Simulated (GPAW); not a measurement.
# ZnS (Wurtzite-2H) (P6_3mc) in GPAW: relaxation of cell and atoms with revPBE+D3(BJ)

Aim: the relaxation of cell and atoms of ZnS (Wurtzite-2H) with revPBE+D3(BJ).

Program: GPAW 26.7.0. These are calculated values, not measurements. Logs are shortened: lines on timing, memory, paths and dates and some standing lists are left out, and cuts for length are marked. The log counts tension as positive stress, the text compression.

### Step 1. The crystal as given

It takes space group P6_3mc (No. 186, hexagonal). The conventional cell has a = 3.811 Å, b = 3.811 Å, c = 6.234 Å, α = 90.00°, β = 90.00°, γ = 120.00°. Zn (site symmetry 3m) has 4 S at 2.31 to 2.40 Å as nearest neighbours. S (site symmetry 3m) is surrounded by 4 Zn at 2.31 to 2.40 Å.

### Step 2. Relaxation of cell and atoms, revPBE+D3(BJ)

Contents of run.py:

```python
from ase.calculators.mixing import SumCalculator
from ase.filters import FrechetCellFilter
from ase.io import read, write
from ase.optimize import BFGS
from dftd3.ase import DFTD3
from gpaw import GPAW, PW

atoms = read('POSCAR')

calc = GPAW(mode=PW(600),
            xc='revPBE',
            kpts={'size': (8, 8, 5), 'gamma': True},
            occupations={'name': 'fermi-dirac', 'width': 0.05},
            nbands=31,
            convergence={'density': 1e-05, 'forces': 0.0001},
            maxiter=150,
            txt='gpaw.txt')
atoms.calc = SumCalculator([calc, DFTD3(method='revpbe', damping='d3bj')])
opt = BFGS(FrechetCellFilter(atoms), trajectory='relax.traj', logfile='-')
done = opt.run(fmax=0.02, steps=100)
calc.write('gs.gpw')
write('result.traj', atoms)
print('Converged:', done)
print('Cell:', atoms.cell.cellpar().round(4))
print('Volume:', round(atoms.get_volume(), 4))
print(atoms.get_scaled_positions().round(5))
```

Contents of POSCAR:

```
ZnS
1.0
    3.8110000000      0.0000000000      0.0000000000
   -1.9055000000      3.3004228138      0.0000000000
    0.0000000000      0.0000000000      6.2340000000
Zn S
2 2
Direct
    0.6666666667      0.3333333333      0.5000000000
    0.3333333333      0.6666666667      0.0000000000
    0.6666666667      0.3333333333      0.8850000000
    0.3333333333      0.6666666667      0.3850000000
```

Potentials or basis: the program's PAW data sets (release 1.2.1) made for this functional, pw.

Command:

```
$ OMP_NUM_THREADS=1 python run.py
```

gpaw.txt:

```text
__  _  _
 | _ |_)|_||  |
 |__||  | ||/\| - 26.7.0

Input parameters:
  mode=PW(ecut=600.0),
  convergence={'density': 1e-05, 'forces': 0.0001},
  kpts=MonkhorstPack(size=(8, 8, 5), gamma=True),
  maxiter=150,
  nbands=31,
  occupations=Occupations(name='fermi-dirac', width=0.05),
  xc=XC(name='revPBE')

Diagonalizing LCAO Hamiltonian
Converting LCAO to pw mode

            S

            Zn
        S

        Zn

Atoms  # Å, Bohr magnetons
|   | symbol |         x |        y |        z |    initial magnetic moments |
|---|--------|-----------|----------|----------|-----------------------------|
| 0 |     Zn |  1.905500 | 1.100141 | 3.117000 | ( 0.0000,  0.0000,  0.0000) |
| 1 |     Zn | -0.000000 | 2.200282 | 0.000000 | ( 0.0000,  0.0000,  0.0000) |
| 2 |      S |  1.905500 | 1.100141 | 5.517090 | ( 0.0000,  0.0000,  0.0000) |
| 3 |      S | -0.000000 | 2.200282 | 2.400090 | ( 0.0000,  0.0000,  0.0000) |

Unit cell  # Å
| periodic |         x |        y |        z |  lengths |     angles |
|----------|-----------|----------|----------|----------|------------|
|      yes |  3.811000 | 0.000000 | 0.000000 | 3.811000 |  90.000000 |
|      yes | -1.905500 | 3.300423 | 0.000000 | 3.811000 |  90.000000 |
|      yes |  0.000000 | 0.000000 | 6.234000 | 6.234000 | 120.000000 |

Number of symmetries: 6
Symmetry operations  # r_c * U_cc + t_c -> r_c
|   | kind |            matrix            |
|---|------|------------------------------|
| 0 |  σ   |  1, 1, 0,  0,-1, 0,  0, 0, 1 |
| 1 |  E   |  1, 0, 0,  0, 1, 0,  0, 0, 1 |
| 2 |  C3  |  0, 1, 0, -1,-1, 0,  0, 0, 1 |
| 3 |  σ   |  0,-1, 0, -1, 0, 0,  0, 0, 1 |
| 4 |  σ   | -1, 0, 0,  1, 1, 0,  0, 0, 1 |
| 5 |  C3  | -1,-1, 0,  1, 0, 0,  0, 0, 1 |

BZ-sampling:
  Number of BZ points: 320
  Number of IBZ points: 40
[... 949 lines left out ...]
        Zn

Atoms  # Å, Bohr magnetons
|   | symbol |         x |        y |        z |    initial magnetic moments |
|---|--------|-----------|----------|----------|-----------------------------|
| 0 |     Zn |  1.900910 | 1.097491 | 3.124842 | ( 0.0000,  0.0000,  0.0000) |
| 1 |     Zn | -0.000000 | 2.194981 | 0.029099 | ( 0.0000,  0.0000,  0.0000) |
| 2 |      S |  1.900910 | 1.097491 | 5.450371 | ( 0.0000,  0.0000,  0.0000) |
| 3 |      S | -0.000000 | 2.194981 | 2.354624 | ( 0.0000,  0.0000,  0.0000) |

Unit cell  # Å
| periodic |         x |        y |        z |  lengths |     angles |
|----------|-----------|----------|----------|----------|------------|
|      yes |  3.801819 | 0.000000 | 0.000000 | 3.801819 |  90.000000 |
|      yes | -1.900910 | 3.292472 | 0.000000 | 3.801819 |  90.000000 |
|      yes |  0.000000 | 0.000000 | 6.191487 | 6.191487 | 120.000000 |

Number of symmetries: 6
Symmetry operations  # r_c * U_cc + t_c -> r_c
|   | kind |            matrix            |
|---|------|------------------------------|
| 0 |  σ   |  1, 1, 0,  0,-1, 0,  0, 0, 1 |
| 1 |  E   |  1, 0, 0,  0, 1, 0,  0, 0, 1 |
| 2 |  C3  |  0, 1, 0, -1,-1, 0,  0, 0, 1 |
| 3 |  σ   |  0,-1, 0, -1, 0, 0,  0, 0, 1 |
| 4 |  σ   | -1, 0, 0,  1, 1, 0,  0, 0, 1 |
| 5 |  C3  | -1,-1, 0,  1, 0, 0,  0, 0, 1 |

BZ-sampling:
  Number of BZ points: 320
  Number of IBZ points: 40
[... 429 lines left out ...]
Gap: 2.427 eV
Transition (v -> c):
  (s=0, k=0, n=17, [0.00, 0.00, 0.00]) -> (s=0, k=0, n=18, [0.00, 0.00, 0.00])
No difference between direct/indirect transitions

Stress tensor  # eV/Ang^3
|         x |         y |         z |
|-----------|-----------|-----------|
| -0.037099 |  0.000000 |  0.000000 |
|  0.000000 | -0.037099 | -0.000000 |
|  0.000000 | -0.000000 | -0.039027 |

Forces  # eV/Ang
|        x |       y |        z |
|----------|---------|----------|
| -0.00000 | 0.00000 |  0.00474 |  # Zn   0
|  0.00000 | 0.00000 |  0.00476 |  # Zn   1
| -0.00000 | 0.00000 | -0.00474 |  # S    2
|  0.00000 | 0.00000 | -0.00473 |  # S    3

Interpolating wave functions to new cell

           S

           Zn
        S

        Zn

Atoms  # Å, Bohr magnetons
|   | symbol |         x |        y |        z |    initial magnetic moments |
|---|--------|-----------|----------|----------|-----------------------------|
| 0 |     Zn |  1.892232 | 1.092480 | 3.128864 | ( 0.0000,  0.0000,  0.0000) |
| 1 |     Zn | -0.000000 | 2.184961 | 0.031878 | ( 0.0000,  0.0000,  0.0000) |
| 2 |      S |  1.892232 | 1.092480 | 5.449790 | ( 0.0000,  0.0000,  0.0000) |
| 3 |      S | -0.000000 | 2.184961 | 2.352800 | ( 0.0000,  0.0000,  0.0000) |
[... 144 lines left out ...]
convergence criteria:
- Maximum integral of absolute [dens]ity change: 1e-05 electrons / valence electron
- Maximum change in the atomic [forces] across last 2 cycles: 0.0001 eV/Ang OR
Maximum error relative to the maximum force is below inf
- Maximum [total energy] change in last 3 cyles: 0.0005 eV / valence electron
- Maximum integral of absolute [eigenst]ate change: 4e-08 eV^2 / valence electron
maximum number of iterations: 150

SCF iterations
|iter     | |      energy | eigst |  dens |force |
|---------|-|-------------|-------|-------|------|
|iter:   1| |  -12.548715 | -3.77 |       |      |
|iter:   2| |  -12.548713 | -5.70 | -3.60 |      |
|iter:   3| |  -12.548701c| -5.46 | -3.63 |      |
|iter:   4| |  -12.548701c| -7.70c| -4.36 |      |
|iter:   5| |  -12.548701c| -8.26c| -4.73 |      |
|iter:   6| |  -12.548701c| -9.31c| -5.40c|      |
|iter:   7| |  -12.548701c| -8.15c| -5.69c|-3.70 |
|iter:   8| |  -12.548701c|-10.00c| -6.35c|-4.37c|

Converged in 8 steps
Energy contributions relative to reference atoms: (reference = -119451.774830)

Energy contributions:
  Kinetic:          26.427288
  Coulomb:         -22.025887
  Zero:              0.108049
  External:          0.000000
  Xc:              -17.058151
  Entropy:          -0.000000
  Spinorbit:         0.000000
  ----------------------------
  Free energy:     -12.548701
  Extrapolated:    -12.548701

dipole moment: (0.000000, 0.000000, -7.392721)  # |e|*Ang

Fermi level: 5.357
Eigenvalues  # (at kpt = [0.000, 0.000, 0.000])
| band index |      eig [eV] | occ [0-2] |
|------------|---------------|-----------|
|          0 |        -9.192 |     2.000 |
|        ... |               |           |
|         10 |        -1.698 |     2.000 |
|         11 |        -1.541 |     2.000 |
|         12 |        -1.289 |     2.000 |
|         13 |         3.218 |     2.000 |
|         14 |         3.218 |     2.000 |
|         15 |         4.073 |     2.000 |
[... 13 lines left out ...]
Gap: 2.426 eV
Transition (v -> c):
  (s=0, k=0, n=17, [0.00, 0.00, 0.00]) -> (s=0, k=0, n=18, [0.00, 0.00, 0.00])
No difference between direct/indirect transitions

Stress tensor  # eV/Ang^3
|         x |         y |         z |
|-----------|-----------|-----------|
| -0.037130 |  0.000000 |  0.000000 |
|  0.000000 | -0.037130 | -0.000000 |
|  0.000000 | -0.000000 | -0.038941 |

Forces  # eV/Ang
|        x |       y |        z |
|----------|---------|----------|
| -0.00000 | 0.00000 |  0.00361 |  # Zn   0
|  0.00000 | 0.00000 |  0.00362 |  # Zn   1
| -0.00000 | 0.00000 | -0.00361 |  # S    2
|  0.00000 | 0.00000 | -0.00359 |  # S    3

Interpolating wave functions to new cell

           S

           Zn
        S

        Zn

Atoms  # Å, Bohr magnetons
|   | symbol |         x |        y |        z |    initial magnetic moments |
|---|--------|-----------|----------|----------|-----------------------------|
| 0 |     Zn |  1.890068 | 1.091232 | 3.146071 | ( 0.0000,  0.0000,  0.0000) |
| 1 |     Zn | -0.000000 | 2.182463 | 0.036430 | ( 0.0000,  0.0000,  0.0000) |
| 2 |      S |  1.890068 | 1.091232 | 5.467642 | ( 0.0000,  0.0000,  0.0000) |
| 3 |      S | -0.000000 | 2.182463 | 2.358000 | ( 0.0000,  0.0000,  0.0000) |
[... 214 lines left out ...]
Stress tensor  # eV/Ang^3
|         x |         y |         z |
|-----------|-----------|-----------|
| -0.036839 |  0.000000 |  0.000000 |
|  0.000000 | -0.036839 | -0.000000 |
|  0.000000 | -0.000000 | -0.036251 |

Forces  # eV/Ang
|        x |        y |        z |
|----------|----------|----------|
|  0.00000 | -0.00000 | -0.01109 |  # Zn   0
| -0.00000 |  0.00000 | -0.01115 |  # Zn   1
|  0.00000 | -0.00000 |  0.01118 |  # S    2
| -0.00000 |  0.00000 |  0.01121 |  # S    3

# Writing to gs.gpw (mode='')
```

Run time: 13 min. Hardware: 1 thread of Arm Neoverse N1, shared host; peak memory 0.43 GiB.

What came out:

```
Free energy                            : -15.0342 eV
Relaxed volume                         : 19.24 Å³/atom
Relaxed cell                           : a = 3.780 Å, b = 3.780 Å, c = 6.219 Å, α = 90.00°, β = 90.00°, γ = 120.00°
Space group after relaxing (to 0.05 Å) : P6_3mc (No. 186)
Energy gained by relaxing              : 7.4 meV/atom
Ionic steps                            : 8
Pressure after relaxing                : 0.0 GPa
Band gap on the k mesh                 : 2.40 eV, direct
Dispersion energy per atom             : -0.620 eV
```

The path:
| step | energy change (eV) | largest force (eV/Å) | pressure (GPa) | volume (Å³) |
| --- | --- | --- | --- | --- |
| 1 | 0.0000 | 0.3444 | -1.18 | 78.41 |
| 2 | -0.0077 | 0.2949 | -1.12 | 78.29 |
| 3 | -0.0258 | 0.0859 | -0.45 | 77.47 |
| 4 | -0.0271 | 0.0047 | -0.56 | 77.57 |
| 5 | -0.0275 | 0.0062 | -0.49 | 77.50 |
| 6 | -0.0290 | 0.0142 | 0.18 | 76.83 |
| 7 | -0.0291 | 0.0130 | 0.18 | 76.83 |
| 8 | -0.0296 | 0.0014 | 0.02 | 76.96 |

Final structure:
```cif
data_structure
_symmetry_space_group_name_H-M 'P 1'
_symmetry_Int_Tables_number 1
_cell_length_a 3.7801
_cell_length_b 3.7801
_cell_length_c 6.2193
_cell_angle_alpha 90.000
_cell_angle_beta 90.000
_cell_angle_gamma 120.000
_cell_volume 76.96
loop_
_atom_site_label
_atom_site_type_symbol
_atom_site_fract_x
_atom_site_fract_y
_atom_site_fract_z
_atom_site_occupancy
Zn1 Zn 0.66667 0.33333 0.50586 1
Zn2 Zn 0.33333 0.66667 0.00586 1
S1 S 0.66667 0.33333 0.87914 1
S2 S 0.33333 0.66667 0.37914 1
```

Levels at points of the mesh, in eV from the valence-band top:
```csv
k point,band 14,band 15,band 16,band 17,band 18,band 19,band 20,band 21,band 22,band 23
"(0.00, 0.00, 0.00)",-0.92,-0.92,-0.10,0.00,0.00,2.40,3.25,6.33,6.33,6.55
"(0.50, 0.50, 0.00)",-4.17,-3.36,-2.29,-1.74,-0.91,3.75,4.36,5.15,6.90,7.51
```

Caveat: later steps reuse the first step's grids. A hybrid or GW would open this gap; revPBE tends to underestimate it.
